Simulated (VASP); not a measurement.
# SiO2 (Stishovite): how cutoff and mesh change the relaxed cell

How far does the relaxed cell of SiO2 (Stishovite) depend on cutoff and k mesh? The starting structure is a measured crystal structure from the Crystallography Open Database. The first relaxation on each setting starts from this cell expanded by 3 % in volume.

Method: Kohn-Sham DFT with plane waves and PAW; PBEsol, in VASP 6.6.1.

## 1. The starting structure

The structure is tetragonal, space group P4_2/mnm (No. 136). The conventional cell has a = 4.177 Å, b = 4.177 Å, c = 2.665 Å, α = 90.00°, β = 90.00°, γ = 90.00°. Nearest to Si lie 6 O at 1.76 to 1.81 Å. Nearest to O lie 3 Si at 1.76 to 1.81 Å. Farther neighbours and most contacts between anions are not listed.

## 2. Reference relaxation

INCAR reads:

```
SYSTEM = SiO2
PREC = Accurate
ENCUT = 520
EDIFF = 1E-06
NELM = 100
ISMEAR = 0
SIGMA = 0.03
LREAL = .FALSE.
ALGO = Normal
GGA = PS
NBANDS = 22
LORBIT = 11
LWAVE = .FALSE.
LCHARG = .FALSE.
KPAR = 8
IBRION = 2
NSW = 50
ISIF = 3
EDIFFG = -0.006
```

POSCAR reads:

```
SiO2
1.0
    4.2186620959      0.0000000000      0.0000000000
    0.0000000000      4.2186620959      0.0000000000
    0.0000000000      0.0000000000      2.6915898351
Si O
2 4
Direct
    0.5000000000      0.5000000000      0.5000000000
    0.0000000000      0.0000000000      0.0000000000
    0.8059000000      0.1941000000      0.5000000000
    0.6941000000      0.6941000000      0.0000000000
    0.1941000000      0.8059000000      0.5000000000
    0.3059000000      0.3059000000      0.0000000000
```

KPOINTS reads:

```
Automatic mesh
0
Gamma
6 6 8
0 0 0
```

Potentials, in the order of the species: Si and O (PBE family, release 64).

Run with:

```console
mpirun -np 8 vasp_std
```

Log:

```text
[banner, memory and clock lines left out]
running    8 mpi-ranks, on    1 nodes
 distrk:  each k-point on    1 cores,    8 groups
 distr:  one band on    1 cores,    1 groups

 POSCAR found type information on POSCAR SiO
 POSCAR found :  2 types and       6 ions
|                                                                             |
|           W    W    AA    RRRRR   N    N  II  N    N   GGGG   !!!           |
|           W    W   A  A   R    R  NN   N  II  NN   N  G    G  !!!           |
|           W    W  A    A  R    R  N N  N  II  N N  N  G       !!!           |
|           W WW W  AAAAAA  RRRRR   N  N N  II  N  N N  G  GGG   !            |
|           WW  WW  A    A  R   R   N   NN  II  N   NN  G    G                |
|           W    W  A    A  R    R  N    N  II  N    N   GGGG   !!!           |
|                                                                             |
|     For optimal performance we recommend to set                             |
|       NCORE = 2 up to number-of-cores-per-socket                            |
|     NCORE specifies how many cores store one orbital (NPAR=cpu/NCORE).      |
|     This setting can greatly improve the performance of VASP for DFT.       |
|     The default, NCORE=1 might be grossly inefficient on modern             |
|     multi-core architectures or massively parallel machines. Do your        |
|     Unfortunately you need to use the default for GW and RPA                |
|     calculations (for HF NCORE is supported but not extensively tested      |
|     yet).                                                                   |
|                                                                             |

|                                                                             |
|               ----> ADVICE to this user running VASP <----                  |
|                                                                             |
|     You enforced a specific xc type in the INCAR file but a different       |
|     [... a line on the potential file left out ...]
|     I HOPE YOU KNOW WHAT YOU ARE DOING!                                     |
|                                                                             |

 LDA part: xc-table for (Slater+PW92), standard interpolation
 POSCAR, INCAR and KPOINTS ok, starting setup
 FFT: planning ... GRIDC
 FFT: planning ... GRID_SOFT
 FFT: planning ... GRID
 WAVECAR not read
 entering main loop
       N       E                     dE             d eps       ncg     rms          rms(c)
DAV:   1     0.149623346982E+03    0.14962E+03   -0.17968E+04  2216   0.140E+03
DAV:   2    -0.461044477277E+02   -0.19573E+03   -0.18764E+03  2928   0.300E+02
DAV:   3    -0.530844186206E+02   -0.69800E+01   -0.69497E+01  2800   0.572E+01
DAV:   4    -0.531326915936E+02   -0.48273E-01   -0.48251E-01  2698   0.555E+00
DAV:   5    -0.531331426749E+02   -0.45108E-03   -0.45104E-03  2782   0.515E-01    0.166E+01
DAV:   6    -0.490064905120E+02    0.41267E+01   -0.14419E+01  2608   0.256E+01    0.780E+00
DAV:   7    -0.489823564856E+02    0.24134E-01   -0.46327E-01  2554   0.448E+00    0.292E+00
DAV:   8    -0.489725103661E+02    0.98461E-02   -0.17301E-02  2662   0.129E+00    0.990E-01
DAV:   9    -0.489726174018E+02   -0.10704E-03   -0.47014E-03  2680   0.681E-01    0.262E-01
DAV:  10    -0.489727292071E+02   -0.11181E-03   -0.47274E-04  2644   0.170E-01    0.438E-02
DAV:  11    -0.489726999796E+02    0.29227E-04   -0.11080E-04  2722   0.772E-02    0.906E-03
DAV:  12    -0.489727001908E+02   -0.21124E-06   -0.67512E-06  2596   0.186E-02
   1 F= -.48972700E+02 E0= -.48972700E+02  d E =-.489727E+02
[...]
2 F= -.48963809E+02 E0= -.48963809E+02  d E =0.889070E-02
[...]
3 F= -.48982314E+02 E0= -.48982314E+02  d E =-.961416E-02
[...]
4 F= -.48982740E+02 E0= -.48982740E+02  d E =-.425149E-03
[...]
5 F= -.48982754E+02 E0= -.48982754E+02  d E =-.439832E-03
 curvature:  -0.55 expect dE=-0.247E-04 dE for cont linesearch -0.192E-07
 trial: gam= 0.06340 g(F)=  0.184E-04 g(S)=  0.264E-04 ort =-0.535E-05 (trialstep = 0.925E+00)
 search vector abs. value=  0.474E-04
 bond charge predicted
       N       E                     dE             d eps       ncg     rms          rms(c)
DAV:   1    -0.489827912714E+02   -0.36160E-04   -0.36899E-03  2362   0.490E-01    0.368E-02
DAV:   2    -0.489827750170E+02    0.16254E-04   -0.38270E-05  2758   0.474E-02    0.208E-02
DAV:   3    -0.489827659434E+02    0.90737E-05   -0.92140E-06  2698   0.256E-02    0.142E-03
DAV:   4    -0.489827659860E+02   -0.42629E-07   -0.57401E-07  1406   0.565E-03
   6 F= -.48982766E+02 E0= -.48982766E+02  d E =-.118015E-04
 trial-energy change:   -0.000012  1 .order   -0.000012   -0.000041    0.000016
 step:   0.6606(harm=  0.6606)  dis= 0.00015  next Energy=   -48.982769 (dE=-0.147E-04)
 reached required accuracy - stopping structural energy minimisation
```

Elapsed: 21 s, on 8 MPI ranks of Intel Xeon Platinum 8259CL at 2.50GHz (Skylake/Cascade Lake), shared host; peak memory 1.6 GiB; 2.2 min of CPU time.

The logs omit lines about the potential files and the build; timing stands in the text.

OUTCAR, selected parts (step 2):

```text
ion  position               nearest neighbor table
   1  0.500  0.500  0.500-   4 1.78   6 1.78   4 1.78   6 1.78   5 1.83   3 1.83
   2  0.000  0.000  0.000-   3 1.78   5 1.78   3 1.78   5 1.78   4 1.83   6 1.83
   3  0.806  0.194  0.500-   2 1.78   2 1.78   1 1.83
   4  0.694  0.694  0.000-   1 1.78   1 1.78   2 1.83
   5  0.194  0.806  0.500-   2 1.78   2 1.78   1 1.83
   6  0.306  0.306  0.000-   1 1.78   1 1.78   2 1.83

  LATTYP: Found a simple tetragonal cell.
 ALAT       =     4.2186620959
 C/A-ratio  =     0.6380197735

 Subroutine GETGRP returns: Found 16 space group operations
 (whereof  8 operations were pure point group operations)

The static configuration has the point symmetry D_2h.
 The point group associated with its full space group is D_4h.

 Found     50 irreducible k-points:

   k-points           NKPTS =     50   k-points in BZ     NKDIM =     50   number of bands    NBANDS=     22

   dimension x,y,z NGX =    32 NGY =   32 NGZ =   20
   dimension x,y,z NGXF=    64 NGYF=   64 NGZF=   40

   ENCUT  =  520.0 eV  38.22 Ry    6.18 a.u.   7.84  7.84  5.00*2*pi/ulx,y,z

   NELECT =      32.0000    total number of electrons

 k-points in reciprocal lattice and weights: Automatic mesh
   0.00000000  0.00000000  0.00000000       0.003
   0.16666667  0.00000000  0.00000000       0.014
   0.33333333  0.00000000  0.00000000       0.014
   0.50000000  0.00000000  0.00000000       0.007
   0.16666667  0.16666667  0.00000000       0.014
   0.33333333  0.16666667  0.00000000       0.028
   0.50000000  0.16666667  0.00000000       0.014
   0.33333333  0.33333333  0.00000000       0.014
   0.50000000  0.33333333  0.00000000       0.014
[...]
0.50000000  0.33333333  0.50000000       0.014
   0.50000000  0.50000000  0.50000000       0.003

 average (electrostatic) potential at core
       1 -81.1032       2 -81.1032       3 -66.8666       4 -66.8666       5 -66.8666
       6 -66.8666

 E-fermi :   8.1826

 k-point     1 :       0.0000    0.0000    0.0000
  band No.  band energies     occupation
    ...
     12       4.8498      2.00000
     13       5.4623      2.00000
     14       7.1157      2.00000
     15       7.1157      2.00000
     16       8.0010      2.00000
     17      13.3118      0.00000
     18      14.4284      0.00000
     19      16.1886      0.00000
     20      16.1886      0.00000
     21      18.8133      0.00000
    ...

 k-point     2 :       0.1667    0.0000    0.0000
  band No.  band energies     occupation
    ...
     12       4.9128      2.00000
     13       5.5095      2.00000
     14       6.5212      2.00000
     15       7.0675      2.00000
     16       7.7817      2.00000
     17      13.7599      0.00000
     18      14.6725      0.00000
     19      16.2523      0.00000
     20      16.2728      0.00000
     21      19.2582      0.00000
    ...

 k-point     3 :       0.3333    0.0000    0.0000
  band No.  band energies     occupation
    ...
     12       5.0817      2.00000
     13       5.2252      2.00000
     14       5.4691      2.00000
     15       6.9551      2.00000
     16       7.2653      2.00000
     17      14.6978      0.00000
     18      15.2701      0.00000
     19      16.4599      0.00000
     20      16.6277      0.00000
     21      19.1534      0.00000
    ...

  Total        0.0094727      0.0094727     -0.0193630     -0.0000000      0.0000000      0.0000000
  in kB        0.3215904      0.3215904     -0.6573548     -0.0000000      0.0000000      0.0000000
  external PRESSURE =      -0.0047247 kB  Pullay stress =       0.0000000 kB

  energy-cutoff  :      520.00
  volume of cell :       47.19
      direct lattice vectors                 reciprocal lattice vectors
     4.193536476  0.000000000  0.000000000     0.238462216 -0.000000000  0.000000000
     0.000000000  4.193536476  0.000000000    -0.000000000  0.238462216  0.000000000
     0.000000000  0.000000000  2.683623245     0.000000000  0.000000000  0.372630548

 POSITION                                       TOTAL-FORCE (eV/Angst)
 -----------------------------------------------------------------------------------
      2.09677      2.09677      1.34181         0.000000      0.000000      0.000000
      4.19354      4.19354      0.00000         0.000000      0.000000      0.000000
      3.37958      0.81396      1.34181        -0.002540      0.002540      0.000000
      2.91073      2.91073      0.00000         0.002540      0.002540      0.000000
      0.81396      3.37958      1.34181         0.002540     -0.002540      0.000000
      1.28281      1.28281      2.68362        -0.002540     -0.002540      0.000000
 -----------------------------------------------------------------------------------
    total drift:                                0.000000      0.000000      0.000000

  FREE ENERGIE OF THE ION-ELECTRON SYSTEM (eV)
  ---------------------------------------------------
  free  energy   TOTEN  =       -48.9827659860 eV

  energy  without entropy=      -48.9827659860  energy(sigma->0) =      -48.98276599

 reached required accuracy - stopping structural energy minimisation

 total charge
# of ion       s       p       d       tot
------------------------------------------
    1        0.589   0.870   0.000   1.459
    2        0.589   0.870   0.000   1.459
    3        1.544   3.664   0.000   5.208
    4        1.544   3.664   0.000   5.208
    5        1.544   3.664   0.000   5.208
    6        1.544   3.664   0.000   5.208
--------------------------------------------------
tot          7.354  16.397   0.000  23.751

[... 3 further parts left out ...]
```

The PAW data sets were made with PBE, which is usual practice but a small mismatch for other functionals. The run keeps the 16 symmetry operations of its start, so it cannot find a distortion of lower symmetry.

The reference relaxation ends at 7.866 Å³ an atom.

## 3. Relaxation with a cutoff of 400 eV

Against step 2 the input has ENCUT = 400. This run starts from the cell of an earlier relaxation, which isn't shown; the restart sets up the plane waves anew.

Edit INCAR of step 2 so:

```diff
@@ -2,3 +2,3 @@
 PREC = Accurate
-ENCUT = 520
+ENCUT = 400
 EDIFF = 1E-06
```

POSCAR reads:

```
SiO2
1.0
    4.1570613896      0.0000000000      0.0000000000
    0.0000000000      4.1570613896      0.0000000000
    0.0000000000      0.0000000000      2.6712746284
Si O
2 4
Direct
    0.5000000000      0.5000000000      0.5000000000
    0.0000000000      0.0000000000      0.0000000000
    0.8051505413      0.1948494587      0.5000000000
    0.6948494587      0.6948494587      0.0000000000
    0.1948494587      0.8051505413      0.5000000000
    0.3051505413      0.3051505413      0.0000000000
```

KPOINTS is that of step 2.

Run with:

```console
mpirun -np 8 vasp_std
```

Log:

```text
[banner, memory and clock lines left out]
running    8 mpi-ranks, on    1 nodes
[...]
[... a notice as in an earlier step ...]

 [... a notice as in an earlier step ...]

 LDA part: xc-table for (Slater+PW92), standard interpolation
 POSCAR, INCAR and KPOINTS ok, starting setup
[...]
entering main loop
       N       E                     dE             d eps       ncg     rms          rms(c)
DAV:   1     0.120183228565E+03    0.12018E+03   -0.15433E+04  2240   0.113E+03
DAV:   2    -0.477734390271E+02   -0.16796E+03   -0.16261E+03  2864   0.270E+02
DAV:   3    -0.531188388352E+02   -0.53454E+01   -0.53288E+01  2800   0.494E+01
DAV:   4    -0.531527530905E+02   -0.33914E-01   -0.33904E-01  2704   0.458E+00
[...]
DAV:  10    -0.490195746708E+02   -0.95128E-04   -0.22587E-04  2620   0.122E-01    0.329E-02
DAV:  11    -0.490195646094E+02    0.10061E-04   -0.48324E-05  2734   0.501E-02    0.532E-03
DAV:  12    -0.490195646354E+02   -0.26023E-07   -0.29286E-06  2232   0.134E-02
   1 F= -.49019565E+02 E0= -.49019565E+02  d E =-.490196E+02
[... from here on, the cycles between the ionic steps are left out ...]
   2 F= -.49016546E+02 E0= -.49016546E+02  d E =0.301864E-02
   3 F= -.49021095E+02 E0= -.49021095E+02  d E =-.153084E-02
   4 F= -.49021244E+02 E0= -.49021244E+02  d E =-.148852E-03
   5 F= -.49021246E+02 E0= -.49021246E+02  d E =-.150430E-03
[...]
reached required accuracy - stopping structural energy minimisation
```

The job ended after 14 s (8 MPI ranks; peak memory 1.3 GiB).

OUTCAR, selected parts (step 3):

```text
  Total        0.0022333      0.0022333      0.0127642     -0.0000000      0.0000000      0.0000000
  in kB        0.0779396      0.0779396      0.4454454     -0.0000000      0.0000000      0.0000000
  external PRESSURE =       0.2004415 kB  Pullay stress =       0.0000000 kB

 POSITION                                       TOTAL-FORCE (eV/Angst)
 -----------------------------------------------------------------------------------
      2.07360      2.07360      1.33466         0.000000      0.000000      0.000000
      4.14719      0.00000      0.00000         0.000000      0.000000      0.000000
      3.33826      0.80893      1.33466         0.002882     -0.002882      0.000000
      2.88253      2.88253      0.00000        -0.002882     -0.002882      0.000000
      0.80893      3.33826      1.33466        -0.002882      0.002882      0.000000
      1.26467      1.26467      0.00000         0.002882      0.002882     -0.000000
 -----------------------------------------------------------------------------------
    total drift:                                0.000000     -0.000000     -0.000000

  FREE ENERGIE OF THE ION-ELECTRON SYSTEM (eV)
  ---------------------------------------------------
  free  energy   TOTEN  =       -49.0212459062 eV

  energy  without entropy=      -49.0212459062  energy(sigma->0) =      -49.02124591

[... 2 parts as in an earlier step ...]

[... 2 further parts left out ...]
[key lines of the parts left out:]
E-fermi :   8.5467
```

With a cutoff of 400 eV the cell ends at 7.652 Å³ an atom, -2.72 % from the reference.

## 4. Relaxation with a 3×3×4 mesh

Against step 2 the input has a 3×3×4 mesh (also changed: KPAR and NCORE).

Edit INCAR of step 3 so:

```diff
@@ -2,3 +2,3 @@
 PREC = Accurate
-ENCUT = 400
+ENCUT = 520
 EDIFF = 1E-06
@@ -14,3 +14,4 @@
 LCHARG = .FALSE.
-KPAR = 8
+KPAR = 4
+NCORE = 2
 IBRION = 2
```

POSCAR reads:

```
SiO2
1.0
    4.2186620959      0.0000000000      0.0000000000
    0.0000000000      4.2186620959      0.0000000000
    0.0000000000      0.0000000000      2.6915898351
Si O
2 4
Direct
    0.5000000000      0.5000000000      0.5000000000
    0.0000000000      0.0000000000      0.0000000000
    0.8059000000      0.1941000000      0.5000000000
    0.6941000000      0.6941000000      0.0000000000
    0.1941000000      0.8059000000      0.5000000000
    0.3059000000      0.3059000000      0.0000000000
```

KPOINTS reads:

```
Automatic mesh
0
Gamma
3 3 4
0 0 0
```

Run with:

```console
mpirun -np 8 vasp_std
```

Log:

```text
[banner, memory and clock lines left out]
running    8 mpi-ranks, on    1 nodes
[...]
[... a notice as in an earlier step ...]

 LDA part: xc-table for (Slater+PW92), standard interpolation
 POSCAR, INCAR and KPOINTS ok, starting setup
[...]
entering main loop
       N       E                     dE             d eps       ncg     rms          rms(c)
DAV:   1     0.156819679366E+03    0.15682E+03   -0.17918E+04   396   0.139E+03
DAV:   2    -0.458611224508E+02   -0.20268E+03   -0.19537E+03   528   0.301E+02
DAV:   3    -0.530768102606E+02   -0.72157E+01   -0.71936E+01   498   0.589E+01
DAV:   4    -0.531253006370E+02   -0.48490E-01   -0.48463E-01   468   0.564E+00
[...]
DAV:  10    -0.489566537178E+02   -0.11013E-03   -0.47365E-04   480   0.169E-01    0.436E-02
DAV:  11    -0.489566253919E+02    0.28326E-04   -0.10819E-04   498   0.764E-02    0.887E-03
DAV:  12    -0.489566256302E+02   -0.23832E-06   -0.69381E-06   450   0.188E-02
   1 F= -.48956626E+02 E0= -.48956626E+02  d E =-.489566E+02
[... from here on, the cycles between the ionic steps are left out ...]
   2 F= -.48948315E+02 E0= -.48948315E+02  d E =0.831091E-02
   3 F= -.48966444E+02 E0= -.48966444E+02  d E =-.981884E-02
   4 F= -.48967084E+02 E0= -.48967084E+02  d E =-.639685E-03
   5 F= -.48967113E+02 E0= -.48967113E+02  d E =-.668056E-03
   6 F= -.48967113E+02 E0= -.48967113E+02  d E =-.668234E-03
   7 F= -.48967105E+02 E0= -.48967105E+02  d E =-.660350E-03
   8 F= -.48967112E+02 E0= -.48967112E+02  d E =-.667477E-03
   9 F= -.48967118E+02 E0= -.48967118E+02  d E =-.614247E-05
 trial-energy change:   -0.000006  1 .order   -0.000006   -0.000021    0.000009
 step:   0.6562(harm=  0.6562)  dis= 0.00014  next Energy=   -48.967119 (dE=-0.746E-05)
 reached required accuracy - stopping structural energy minimisation
```

Wall time 10 s (8 MPI ranks); peak memory 1.3 GiB.

OUTCAR, selected parts (step 4):

```text
  Total       -0.0034046     -0.0034046     -0.0123953     -0.0000000      0.0000000      0.0000000
  in kB       -0.1156021     -0.1156021     -0.4208827     -0.0000000      0.0000000      0.0000000
  external PRESSURE =      -0.2173623 kB  Pullay stress =       0.0000000 kB

 POSITION                                       TOTAL-FORCE (eV/Angst)
 -----------------------------------------------------------------------------------
      2.09582      2.09582      1.34278        -0.000000      0.000000      0.000000
      0.00000      0.00000      0.00000        -0.000000      0.000000      0.000000
      3.37791      0.81373      1.34278        -0.003482      0.003482      0.000000
      2.90956      2.90956      0.00000         0.003482      0.003482      0.000000
      0.81373      3.37791      1.34278         0.003482     -0.003482     -0.000000
      1.28209      1.28209      2.68556        -0.003482     -0.003482     -0.000000
 -----------------------------------------------------------------------------------
    total drift:                                0.000000     -0.000000     -0.000000

  FREE ENERGIE OF THE ION-ELECTRON SYSTEM (eV)
  ---------------------------------------------------
  free  energy   TOTEN  =       -48.9671180871 eV

  energy  without entropy=      -48.9671180871  energy(sigma->0) =      -48.96711809

[... 1 part as in an earlier step ...]

[... 3 further parts left out ...]
[key lines of the parts left out:]
E-fermi :   8.1950
```

Logs of long relaxations may skip ionic steps without a mark.

With a 3×3×4 mesh the cell ends at 7.864 Å³ an atom, -0.02 % from the reference.

(Continued in part 2 of 2.)

[Lines on the potential files, build, host, timing and source positions are cut from VASP's logs without a mark.]

[Logs are printed without paths, hosts, clocks, repeated set-up lines and the standing remarks that a program may print on its own settings, such as how far it seeks lower states.]

[Hosts, paths, dates, database ids (printed as entryN), source tags and the programs' standing remarks are cut or masked in the printed files.]
